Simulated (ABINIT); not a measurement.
## V in ABINIT: convergence with k mesh

V:

```
CELL_PARAMETERS angstrom
2.60429 0.00000 0.00000
-1.30215 2.25538 0.00000
0.00000 0.00000 4.72334
ATOMIC_POSITIONS crystal
V 0.33333 0.66667 0.25000
V 0.66667 0.33333 0.75000
```

This isn't the form of V at room conditions, which is bcc.

| Quantity | Value |
| --- | --- |
| Program | ABINIT 10.8.3 (patched build) |
| Task | single point |
| Functional | PBEsol |
| Potentials or basis | JTH PAW PBE v2.0 |
| Cutoff | 408 eV |
| k mesh | 2 × 2 × 1 |
| Occupations | gaussian, width 0.05 eV |
| Spin | collinear spin, ferromagnetic start |
| Starting moments | [2.0, 2.0] μB |

These are the settings of the first run; the series varies k mesh, with any setting tied to it.

Hardware: 1 thread of Intel(R) Xeon(R) Platinum 8259CL CPU @ 2.50GHz (Skylake/Cascade Lake), on a shared host.

```csv
k mesh,"energy less the tightest run, at zero smearing (meV/atom)",pressure (GPa),largest site moment (μB),SCF cycles,CPU time (s),peak memory (GiB)
2 × 2 × 1,-240.74,-10.30,1.68,13,24,0.11
3 × 3 × 2,66.12,-6.51,0.18,13,27,0.11
4 × 4 × 2,18.02,-4.33,0.16,14,30,0.12
6 × 6 × 3,-3.53,-7.11,0.00,13,32,0.12
8 × 8 × 4,-6.87,-5.97,0.00,18,58,0.13
9 × 9 × 4,-3.52,-6.25,0.07,13,48,0.13
10 × 10 × 5,0.60,-6.38,0.00,13,53,0.13
12 × 12 × 6,-4.18,-6.60,0.00,14,81,0.15
15 × 15 × 8,0.00,-6.39,0.00,13,120,0.17
```

Against the tightest run, the largest site moment stays within 0.02 μB from 10 × 10 × 5 on. Not settled before the last step: the energy (to 1 meV/atom), the pressure (to 0.1 GPa). Meshes of other sizes hit other points, so gaps and Fermi surfaces needn't settle smoothly. The tightest run that finished is the yardstick and may itself not be fully converged.

Caveat, for the tightest run too: the PAW data sets were made with another functional, which shifts forces and pressure a little.
